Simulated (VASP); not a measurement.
# Sn (Im-3m) in VASP: a series of runs

The runs below take Sn through single point, with r2SCAN.

Program: VASP 6.6.1. These are calculated values, not measurements. Logs are shortened: lines on timing, memory, paths and dates and some standing lists are left out, and cuts for length are marked.

## Step 1: The structure

It takes space group Im-3m (No. 229, cubic). The conventional cell has a = 3.789 Å, b = 3.789 Å, c = 3.789 Å, α = 90.00°, β = 90.00°, γ = 90.00°. Around Sn (site symmetry m-3m) lie 8 Sn at 3.28 Å.

This isn't the form of Sn at room conditions, which is tetragonal (white tin).

## Step 2: Single point, r2SCAN

File POSCAR:

```
Sn
1.0
   -1.8946518192      1.8946518192      1.8946518192
    1.8946518192     -1.8946518192      1.8946518192
    1.8946518192      1.8946518192     -1.8946518192
Sn
1
Direct
    0.0000000000      0.0000000000      0.0000000000
```

File INCAR.step1:

```
SYSTEM = Sn
PREC = Accurate
ENCUT = 520
ISMEAR = -1
SIGMA = 0.08
LREAL = .False.
LASPH = .True.
NELM = 60
NBANDS = 13
GGA = PE
ALGO = Normal
EDIFF = 1E-4
LWAVE = .True.
LCHARG = .False.
```

File INCAR.step2:

```
SYSTEM = Sn
PREC = Accurate
ENCUT = 520
EDIFF = 1E-6
ISMEAR = -1
SIGMA = 0.08
LREAL = .False.
LASPH = .True.
NELM = 60
ALGO = Normal
ISIF = 2
LWAVE = .False.
LCHARG = .True.
METAGGA = R2SCAN
LMIXTAU = .True.
LELF = .True.
LVHAR = .True.
NBANDS = 13
ISTART = 1
```

File KPOINTS:

```
Automatic mesh
0
Gamma
  14 14 14
  0 0 0
```

Potentials or basis: VASP PAW PBE potentials, release 64 (Sn_d).

Started as:

```console
$ cat potpaw_PBE.64/Sn_d/POTCAR > POTCAR
$ cp INCAR.step1 INCAR
$ mpirun -np 1 vasp_std > vasp.out
$ cp INCAR.step2 INCAR
$ mpirun -np 1 vasp_std > vasp.out
```

OUTCAR:

```text
SYSTEM = Sn
   PREC = Accurate
   ENCUT = 520
   EDIFF = 1E-6
   ISMEAR = -1
   LREAL = .False.
   LASPH = .True.
   NELM = 60
   ISIF = 2
   METAGGA = R2SCAN
   ISTART = 1

 ion  position               nearest neighbor table
   1  0.000  0.000  0.000-

  LATTYP: Found a body centered cubic cell.
 ALAT       =     3.7893036384

  Lattice vectors:

 A1 = (  -1.8946518192,   1.8946518192,   1.8946518192)
 A2 = (   1.8946518192,  -1.8946518192,   1.8946518192)
 A3 = (   1.8946518192,   1.8946518192,  -1.8946518192)

Analysis of symmetry for initial positions (statically):
=====================================================================
 Subroutine PRICEL returns:
 Original cell was already a primitive cell.

 Routine SETGRP: Setting up the symmetry group for a
 body centered cubic supercell.

 Subroutine GETGRP returns: Found 48 space group operations
 (whereof 48 operations were pure point group operations)
 out of a pool of 48 trial point group operations.

The static configuration has the point symmetry O_h .

Analysis of symmetry for dynamics (positions and initial velocities):
=====================================================================
 Subroutine PRICEL returns:
 Original cell was already a primitive cell.

 Routine SETGRP: Setting up the symmetry group for a
 body centered cubic supercell.

 Subroutine GETGRP returns: Found 48 space group operations
 (whereof 48 operations were pure point group operations)
 out of a pool of 48 trial point group operations.

The dynamic configuration has the point symmetry O_h .

 Subroutine INISYM returns: Found 48 space group operations
 (whereof 48 operations are pure point group operations),
 and found     1 'primitive' translations

----------------------------------------------------------------------------------------

                                     Primitive cell

  volume of cell :      27.2050

  direct lattice vectors                    reciprocal lattice vectors
    -1.894651819  1.894651819  1.894651819     0.000000000  0.263900731  0.263900731
     1.894651819 -1.894651819  1.894651819     0.263900731  0.000000000  0.263900731
     1.894651819  1.894651819 -1.894651819     0.263900731  0.263900731  0.000000000

  length of vectors
     3.281633214  3.281633214  3.281633214     0.373211993  0.373211993  0.373211993

  position of ions in fractional coordinates (direct lattice)
     0.000000000  0.000000000  0.000000000

[... 81 lines left out ...]
   ISIF   =      2    stress and relaxation
   ISYM   =      2    0-nonsym 1-usesym 2-fastsym
   POTIM  = 0.5000    time-step for ionic-motion
   TEBEG  =    0.0;   TEEND  =   0.0 temperature during run
   PSTRESS=    0.0 pullay stress
   NELECT =      14.0000    total number of electrons
   NUPDOWN=      -1.0000    fix difference up-down
   EMIN   =  10.00;   EMAX   =-10.00  energy-range for DOS
   EFERMI =   0.00;   METHOD = LEGACY
   ISMEAR =    -1;   SIGMA  =   0.08  broadening in eV -4-tet -1-fermi 0-gaus
   EFERMI_NEDOS =   21; number of points for ismear=-14 and -15
   IALGO  =     38    algorithm
   IMIX   =      4    mixing-type and parameters
     AMIX     =   0.40;   BMIX     =  1.00
     AMIX_MAG =   1.60;   BMIX_MAG =  1.00
  volume/ion in A,a.u.               =      27.20       183.59
  Fermi-wavevector in a.u.,A,eV,Ry     =   1.311902  2.479136 23.416813  1.721087
  Thomas-Fermi vector in A             =   2.442332
   LORBIT       =      0    0 simple, 1 ext, 2 COOP (PROOUT), +10 PAW based schemes
   METAGGA = R2SCAN    functional components
   LHFCALC =     F    Hartree Fock is set to
   AEXX    =    0.0000 exact exchange contribution
   IVDW    =     0    specifies the selected vdW correction
   LEPSILON=     F    determine dielectric tensor
   LRPA    =     F    only Hartree local field effects (RPA)
 non-spin polarized calculation
  energy-cutoff  :      520.00
  volume of cell :       27.20
 maximum number of plane-waves:       746
   NGX = 13   NGY = 13   NGZ = 13

 number of electron      13.9999996 magnetization

 Free energy of the ion-electron system (eV)
  ---------------------------------------------------
  ext. energy  EPLUGINS =         0.00000000
  ---------------------------------------------------
  free energy    TOTEN  =       -24.51062630 eV

  energy without entropy =      -24.50098600  energy(sigma->0) =      -24.50580615

 E-fermi :   8.0053     XC(G=0): -11.2586

 val. band max:        7.9592522349   @ k =  -0.2857   0.3571   0.1429
 cond. band min:       8.0405655759   @ k =  -0.3571   0.4286   0.2857
 fundamental gap:      0.0813133410
 Fermi energy:         8.0052549148

 k-point     1 :       0.0000    0.0000    0.0000
  band No.  band energies     occupation
      1     -14.2473      2.00000
      2     -14.2472      2.00000
      3     -14.2472      2.00000
      4     -14.0950      2.00000
      5     -14.0950      2.00000
      6      -3.6241      2.00000
      7      16.4462      0.00000
      8      16.4462      0.00000
      9      16.4462      0.00000
     10      20.9325      0.00000
     11      20.9325      0.00000
     12      20.9325      0.00000
     13      21.2391      0.00000
[... 354 lines left out ...]
  band No.  band energies     occupation
      1     -14.2617      2.00000
      2     -14.1626      2.00000
      3     -14.1367      2.00000
      4     -14.0927      2.00000
      5     -14.0673      2.00000
      6       2.3481      2.00000
      7       4.8705      2.00000
      8       6.1839      2.00000
      9      12.3441      0.00000
     10      19.4777      0.00000
     11      20.9488      0.00000
     12      21.5457      0.00000
     13      25.7256      0.00000

 [... further k-points ...]

------------------------ aborting loop because EDIFF is reached ----------------------------------------

  FORCE on cell =-STRESS in cart. coord.  units (eV):
  Direction    XX          YY          ZZ          XY          YZ          ZX
  --------------------------------------------------------------------------------------
  -------------------------------------------------------------------------------------
  Total       -0.0884822     -0.0884822     -0.0884822     -0.0000000      0.0000000     -0.0000000
  in kB       -5.2109670     -5.2109670     -5.2109670     -0.0000000      0.0000000     -0.0000000
  external PRESSURE =      -5.2109670 kB  Pullay stress =       0.0000000 kB

 VOLUME and BASIS-vectors are now :
 -----------------------------------------------------------------------------
  energy-cutoff  :      520.00
  volume of cell :       27.20
      direct lattice vectors                 reciprocal lattice vectors
    -1.894651819  1.894651819  1.894651819     0.000000000  0.263900731  0.263900731
     1.894651819 -1.894651819  1.894651819     0.263900731  0.000000000  0.263900731
     1.894651819  1.894651819 -1.894651819     0.263900731  0.263900731  0.000000000

 POSITION                                       TOTAL-FORCE (eV/Angst)
 -----------------------------------------------------------------------------------
      0.00000      0.00000      0.00000         0.000000      0.000000      0.000000
 -----------------------------------------------------------------------------------
    total drift:                                0.000000      0.000000      0.000000

  FREE ENERGIE OF THE ION-ELECTRON SYSTEM (eV)
  ---------------------------------------------------
  free  energy   TOTEN  =       -24.5106262968 eV

  energy  without entropy=      -24.5009860013  energy(sigma->0) =      -24.50580615
```

OUTCAR.step1:

```text
SYSTEM = Sn
   PREC = Accurate
   ENCUT = 520
   ISMEAR = -1
   LREAL = .False.
   LASPH = .True.
[... 601 lines left out ...]
 -----------------------------------------------------------------------------------
      0.00000      0.00000      0.00000        -0.000000      0.000000      0.000000
 -----------------------------------------------------------------------------------
    total drift:                                0.000000      0.000000     -0.000000

  FREE ENERGIE OF THE ION-ELECTRON SYSTEM (eV)
  ---------------------------------------------------
  free  energy   TOTEN  =        -3.7838898368 eV

  energy  without entropy=       -3.7743837097  energy(sigma->0) =       -3.77913677
```

Wall time 2 min (1 thread of Intel Xeon Platinum 8375C at 2.90GHz (Ice Lake), shared host); peak memory 0.16 GiB.

Results:

```
Free energy            : -24.5106 eV
Pressure               : -0.5 GPa
Band gap on the k mesh : none (metal or under the smearing width)
```

Levels at points of the mesh, in eV from the Fermi level:
```
           k point  band 4  band 5  band 6  band 7  band 8  band 9  band 10  band 11
(0.00, 0.00, 0.00)  -22.10  -22.10  -11.63    8.44    8.44    8.44    12.93    12.93
(0.50, 0.00, 0.00)  -22.11  -22.01   -6.63   -4.67    3.76    5.86     8.58     8.63
(0.50, 0.50, 0.50)  -22.03  -22.03   -2.31   -0.57   -0.57   -0.57     4.20     4.20
```

Caveat: the PAW data sets were made with another functional, which shifts forces and pressure a little.

## Step 3: Single point, r2SCAN (volume scaled by 0.95)

File POSCAR:

```
Sn
1.0
   -1.8625328716      1.8625328716      1.8625328716
    1.8625328716     -1.8625328716      1.8625328716
    1.8625328716      1.8625328716     -1.8625328716
Sn
1
Direct
    0.0000000000      0.0000000000      0.0000000000
```

File INCAR.step1:

```
PREC = Accurate ; ENCUT = 520
ISMEAR = -1 ; SIGMA = 0.08
LREAL = F ; LASPH = T
NELM = 80 ; NBANDS = 13
GGA = PE ; ALGO = Normal
EDIFF = 1E-4 ; LWAVE = T
LCHARG = F
```

File INCAR.step2:

```
PREC = Accurate ; ENCUT = 520
EDIFF = 1E-6 ; ISMEAR = -1
SIGMA = 0.08 ; LREAL = F
LASPH = T ; NELM = 80
ALGO = Normal ; ISIF = 2
LWAVE = F ; LCHARG = F
METAGGA = R2SCAN ; LMIXTAU = T
NBANDS = 13 ; ISTART = 1
```

File KPOINTS:

```
regular mesh
0
Gamma
  14 14 14
```

Potentials or basis: VASP PAW PBE potentials, release 64 (Sn_d).

Started as:

```console
$ cat potpaw_PBE.64/Sn_d/POTCAR > POTCAR
$ cp INCAR.step1 INCAR
$ mpirun -np 1 vasp_std > vasp.out
$ cp INCAR.step2 INCAR
$ mpirun -np 1 vasp_std > vasp.out
```

Wall time 93 s (1 thread of Intel Xeon Platinum 8375C at 2.90GHz (Ice Lake), shared host); peak memory 0.16 GiB.

It converged, with:

| Property | Result |
| --- | --- |
| Free energy | -24.5027 eV |
| Pressure | 2.4 GPa |
| Band gap on the k mesh | none (metal or under the smearing width) |

Levels at points of the mesh, in eV from the Fermi level:
| k point | band 3 | band 4 | band 5 | band 6 | band 7 | band 8 | band 9 | band 10 | band 11 | band 12 |
| --- | --- | --- | --- | --- | --- | --- | --- | --- | --- | --- |
| (0.00, 0.00, 0.00) | -22.30 | -22.12 | -22.12 | -12.04 | 8.95 | 8.95 | 8.95 | 13.01 | 13.01 | 13.01 |
| (0.50, 0.00, 0.00) | -22.13 | -22.13 | -22.02 | -6.70 | -4.96 | 3.94 | 6.05 | 8.80 | 8.87 | 16.43 |
| (0.50, 0.50, 0.50) | -22.04 | -22.04 | -22.04 | -1.99 | -0.64 | -0.64 | -0.64 | 4.15 | 4.15 | 19.38 |

Caveat: the PAW data sets were made with another functional, which shifts forces and pressure a little.
